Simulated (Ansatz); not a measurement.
# Pt (beta tin type): how the settings move a single-point run

How sensitive is a single-point run of Pt (beta tin type) to its settings? A reference run comes first, then one run with altered input.

Program: Ansatz 0.2.0. Level of theory: reference: DFT, PBE, norm-conserving pseudopotentials, Ansatz's default files, scalar-relativistic. These are calculated values, not measurements.

2 further runs of the same task are left out: 2 that didn't finish.

**1. The structure to begin with**

The structure is tetragonal, space group I4_1/amd (No. 141). Conventional cell: a = 4.245 Å, b = 4.245 Å, c = 2.285 Å, α = 90.00°, β = 90.00°, γ = 90.00°. Around Pt (site symmetry -4m2) lie 6 Pt at 2.20 to 2.29 Å.

Coordinates:

```cif
data_structure
_symmetry_space_group_name_H-M 'I4_1/amd:1'
_symmetry_Int_Tables_number 141
_cell_length_a 4.2452
_cell_length_b 4.2452
_cell_length_c 2.2853
_cell_angle_alpha 90.000
_cell_angle_beta 90.000
_cell_angle_gamma 90.000
_cell_volume 41.19
loop_
_atom_site_label
_atom_site_type_symbol
_atom_site_symmetry_multiplicity
_atom_site_Wyckoff_symbol
_atom_site_fract_x
_atom_site_fract_y
_atom_site_fract_z
_atom_site_occupancy
Pt1 Pt 4 b 0.00000 0.00000 0.50000 1
```

**2. Baseline**

Input file input.yaml:

```yaml
crystal:
  lattice:
    - [-2.1226212805, 2.1226212805, 1.1426294115]
    - [2.1226212805, -2.1226212805, 1.1426294115]
    - [2.1226212805, 2.1226212805, -1.1426294115]
  atoms:
    - { symbol: Pt, position: [-0.375, -0.125, -0.25] }
    - { symbol: Pt, position: [0.375, 0.125, 0.25] }
kpoints:
  mp_grid: { grid: [16, 16, 16] }
scf:
  occupations: { method: fermi_dirac, width: 0.05 }
hamiltonian:
  xc: pbe
  pseudopotentials: { kind: nc }
output:
  forces: true
  stress: true
  eigenvalues: true
```

Run with:

```
> ansatz run input.yaml --threads 1 --pin off --max-ram 2048MiB --backend cpu --events-out ev --progress --plain --runs-dir out
```

The main lines of its log:

```text
[...]
Basis set: ecut = 1142.878222 eV, 1811 PW (Γ), exchange–correlation on 72×72×72 points (8 copies of the dense FFT grid, shifted against one another)
[...]
k-points: 349 of 4096
[...]
SCF iter   1: F=—  HF=-7090.375576 eV  |F-HF|=—  |Δ(HF+E_count)|=         —  Δρ=8.46e-2  dr2=6.12e-1  ethr=3.10e-3  ⟨swp⟩=6.1  Hψ=36043  notcnv=0
preconditioner: auto → none  [metal: Δε(μ)=0.022 eV  Ē_g=13.962 eV  σ=0.050 eV  W_gap=0.11  n_scr=8 (ndim 8)  ℏωp=36.6 eV  f_vac=0.000  D(μ)=0.97/eV (n_scr^D=4)  sad-step TF]
SCF iter   2: F=—  HF=-7090.241883 eV  |F-HF|=—  |Δ(HF+E_count)|=   1.34e-1  Δρ=4.56e-2  dr2=1.68e-1  ethr=1.70e-3  ⟨swp⟩=2.0  Hψ=11739  notcnv=0  defer=29
[...]
SCF iter   5: F=—  HF=-7090.196628 eV  |F-HF|=—  |Δ(HF+E_count)|=   1.62e-6  Δρ=5.26e-5  dr2=2.41e-7  ethr=1.16e-7  ⟨swp⟩=2.0  Hψ=12387  notcnv=0  defer=28
SCF iter   6: F=-7090.196627 eV  HF=-7090.196627 eV  |F-HF|=1.14e-9  |Δ(HF+E_count)|=   7.94e-8  Δρ=9.35e-6  dr2=4.66e-9  ethr=2.78e-10  ⟨swp⟩=7.4  Hψ=40657  notcnv=0
[...]
SCF converged after 6 iterations
Free energy (F): -7090.196627 eV
[...]
E sigma→0 (E₀):  -7090.192434 eV
[...]
Fermi energy:    38.074340 eV
[...]
  P = ⅓ Tr σ = 393.9619 GPa (3939.619 kbar)
[...]
```

It took 13 s on 1 thread of Intel Xeon 6975P-C (Granite Rapids), shared host; peak memory 0.64 GiB.

**3. Changing settings: occupations.method gaussian, occupations.width 0.025, xc rpbe**

input.yaml: that of step 2 with these lines changed.

```diff
@@ -11,5 +11,5 @@
 scf:
-  occupations: { method: fermi_dirac, width: 0.05 }
+  occupations: { method: gaussian, width: 0.025 }
 hamiltonian:
-  xc: pbe
+  xc: rpbe
   pseudopotentials: { kind: nc }
```

Run with:

```
> ansatz run input.yaml --threads 1 --pin off --max-ram 2048MiB --backend cpu --events-out ev --progress --plain --runs-dir out
```

The log of the run:

```text
Engine: ansatz 0.2.0
Pseudopotentials: kind: nc
Pseudopotential: Pt, nc, valence charge 18, recommended cutoff 1142.878222 eV (normal), Pt.nc.azcp
Functional definition: RPBE
  parameter kappa = 0.804
  parameter beta = 0.06672455060314922
  exchange = rpbe_x(kappa = kappa, mu = beta*pi^2/3)
  correlation = pbe_c(beta = beta)
Crystal: 2 atoms, lattice volume = 20.593 Å³
Basis set: ecut = 1142.878222 eV, 1811 PW (Γ), exchange–correlation on 72×72×72 points (8 copies of the dense FFT grid, shifted against one another)
Bands: 22, of which v1, the nominal top of the filled ones, is band 18 counted from 1 (17 counted from 0)
Symmetry: 16 space group operations
Space group: I41/amd (ITA 141), of the structure as read, at distance tolerance 2.7e-5 Å
k-points: 349 of 4096
Non-local potential: Pt, projectors of the file, l = 0: 2, l = 1: 2, l = 2: 2, l = 3: 2
Initial density: superposition of atomic densities (chi_scale 0.1, normalization cell)
Initial wavefunctions: pseudopotential atomic-orbital guess
Functional: x = rpbe, c = pbe(β = 0.06672455060314922)
SCF iter   1: F=—  HF=-7091.402402 eV  |F-HF|=—  |Δ(HF+E_count)|=         —  Δρ=8.21e-2  dr2=5.47e-1  ethr=3.10e-3  ⟨swp⟩=6.1  Hψ=36192  notcnv=0
preconditioner: auto → none  [metal: Δε(μ)=0.008 eV  Ē_g=13.956 eV  σ=0.025 eV  W_gap=0.17  n_scr=8 (ndim 8)  ℏωp=36.6 eV  f_vac=0.000  D(μ)=0.96/eV (n_scr^D=4)  sad-step TF]
SCF iter   2: F=—  HF=-7091.297449 eV  |F-HF|=—  |Δ(HF+E_count)|=   1.05e-1  Δρ=4.49e-2  dr2=1.55e-1  ethr=1.52e-3  ⟨swp⟩=2.0  Hψ=11740  notcnv=0  defer=99
SCF iter   3: F=—  HF=-7091.261588 eV  |F-HF|=—  |Δ(HF+E_count)|=   3.59e-2  Δρ=3.01e-3  dr2=1.21e-3  ethr=4.32e-4  ⟨swp⟩=2.0  Hψ=12138  notcnv=0  defer=100
SCF iter   4: F=—  HF=-7091.261590 eV  |F-HF|=—  |Δ(HF+E_count)|=   1.56e-6  Δρ=1.02e-3  dr2=4.77e-5  ethr=3.37e-6  ⟨swp⟩=2.0  Hψ=14036  notcnv=0  defer=100
SCF iter   5: F=—  HF=-7091.261591 eV  |F-HF|=—  |Δ(HF+E_count)|=   1.19e-6  Δρ=6.15e-5  dr2=3.89e-7  ethr=1.32e-7  ⟨swp⟩=2.1  Hψ=12244  notcnv=0  defer=100
SCF iter   6: F=-7091.261591 eV  HF=-7091.261591 eV  |F-HF|=1.56e-9  |Δ(HF+E_count)|=   1.32e-7  Δρ=1.14e-5  dr2=7.93e-9  ethr=2.78e-10  ⟨swp⟩=7.9  Hψ=40950  notcnv=0
SCF 1 converged in 6 iterations: F = -7091.261591 eV  dr2 = 7.93e-9
SCF converged after 6 iterations
Free energy (F): -7091.261591 eV
Harris-Foulkes:  -7091.261591 eV  (|F-HF|=1.56e-9)
Internal energy: -7091.261280 eV  (E = F + TS)
E sigma→0 (E₀):  -7091.261435 eV
Entropy (-TS):   -0.000311 eV (-0.156 meV/atom)
Fermi energy:    38.127820 eV
--- Per-component energies (eV) ---
  E_band       = 183.712517
  E_kinetic    = 2095.388588
  E_local      = -2973.699641  (includes V_loc(G=0)·N_el)
  E_nonlocal   = 447.491934
  E_hartree    = 784.590538
  E_xc         = -1315.514454
  E_vxc        = -954.646386  (∫ρ·V_xc dr)
  E_ewald      = -6129.518245
  E_smearing   = -0.000311  (= −TS)
  E_closure    = -0.000000  (closes the sum)
  Σ components = -7091.261591   (vs F -7091.261591, Δ=0.00e0)
--- Forces (eV/Å), atoms counted from 1 ---
  atom   1  Pt    -0.00000000     0.00000000     0.00000000
  atom   2  Pt     0.00000000     0.00000000     0.00000000
  max |Σ_I F_I| component: 5.55e-17 eV/Å
--- Stress (GPa, compression-positive) ---
      399.506273       0.000000       0.000000
        0.000000     399.506273      -0.000000
       -0.000000       0.000000     400.022676
  P = ⅓ Tr σ = 399.6784 GPa (3996.784 kbar)
--- Band table (eV; the first three rows and the last of 349) ---
  k-point 0: bands = ["-62.4602", "-61.9537", "-17.7764", "-17.7764", "-15.7363", "-15.7074", "-15.6563", "-15.6563", "23.3499", "25.0744", "26.9051", "27.9100", "28.8148", "35.1141", "35.1141", "35.1923", "35.1923", "39.2042", "41.5632", "43.9530", "43.9530", "55.3371"]
  k-point 1: bands = ["-62.4554", "-61.9586", "-17.7603", "-17.7600", "-15.7899", "-15.7053", "-15.6818", "-15.6246", "23.4557", "25.1621", "26.9716", "27.8792", "28.7812", "35.1249", "35.1708", "35.2461", "35.2535", "39.0679", "40.7814", "43.6208", "44.7962", "55.1508"]
  k-point 2: bands = ["-62.4410", "-61.9730", "-17.7122", "-17.7113", "-15.8912", "-15.7566", "-15.6992", "-15.5880", "23.7665", "25.4210", "27.1708", "27.7956", "28.6934", "35.1376", "35.3262", "35.4016", "35.4158", "38.6758", "39.4841", "42.7097", "46.2834", "54.6432"]
  k-point 348: bands = ["-62.2038", "-62.2038", "-18.1508", "-18.1508", "-15.7337", "-15.7337", "-15.4017", "-15.4017", "26.6485", "26.6485", "28.9340", "28.9340", "33.9020", "33.9020", "34.8831", "34.8831", "35.9295", "35.9295", "36.1914", "36.1914", "47.2829", "47.2829"]
```

Wall time 14 s (1 thread of Intel Xeon 6975P-C (Granite Rapids), shared host); peak memory 0.64 GiB.

After a change of functional the difference of the totals has no physical meaning; the pressure goes from 394.0 to 399.7 GPa. The smearing changed too.

**4. Side by side**

```tsv
run	ending	energy change	pressure (GPa)	gap (eV)	force (eV/Å)	cycles	time
reference	converged	-	394.0	0.00	0.00	6	13 s
1: occupations.method gaussian, occupations.width 0.025, xc rpbe	converged	not comparable	399.7	0.00	0.00	6	14 s
```

Residual by cycle in the longest SCF loop of each run; runs are numbered as in the table. The quantity is the density residual dr2, in eV.

```tsv
cycle	reference	run 1
1	0.612	0.547
2	0.168	0.155
3	0.00117	0.00121
4	4.2e-5	4.8e-5
5	2.4e-7	3.9e-7
6	4.7e-9	7.9e-9
```

What this shows: A change of functional puts the total energy on another scale; the pressure goes from 394.0 to 399.7 GPa. The smearing changed too. The structure is not at rest: the sound run finds 394 GPa, so these are no properties of the relaxed crystal. 
